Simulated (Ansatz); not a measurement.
## Field gradients along an isostructural series (Pnma)

Method: Kohn–Sham DFT in Ansatz, PBE, plane waves and PAW, scalar-relativistic, 420 eV cutoff. The cells come from the COD and the Materials Project (computed, not necessarily observed phases), with the atoms relaxed (PBE, cell held). Spin–orbit coupling is left out, which moves gradients at and beside heavy atoms (Pb) by some per cent and at some sites by far more. All compounds take space group Pnma with the same Wyckoff sites and nearly the same cell shape, and differ in the element M (Ge, Sn, Pb). Sites are named by their Wyckoff letter. V_zz in 10²¹ V/m².

| M | compound | source | cell edges (Å) | first shell of S on c | S on c: V_zz (η) | M on c: V_zz (η) |
| --- | --- | --- | --- | --- | --- | --- |
| Ge | GeS | COD, relaxed | 10.481, 3.646, 4.299 | 3 Ge at 2.45–2.46 Å; also 3 Ge at 3.25–3.26 Å | -5.19 (0.04) | -7.47 (0.35) |
| Sn | SnS | COD, relaxed | 11.320, 4.050, 4.242 | 3 Sn at 2.64–2.70 Å; also 2 Sn at 3.22 Å | ? | ? |
| Pb | PbS | MP, relaxed | 12.028, 4.225, 4.275 | 6 Pb at 3.00–3.01 Å | 0.19 (0.96) | -0.36 (0.17) |

**Question.** Estimate the values withheld for SnS.

**Answer.** S on c: -2.86 (0.08); Sn on c: -11.20 (0.30). Where η is near 1 the sign of V_zz means little.

In SnS, PbS small gradients can still move by 0.1 or more with the k-mesh.
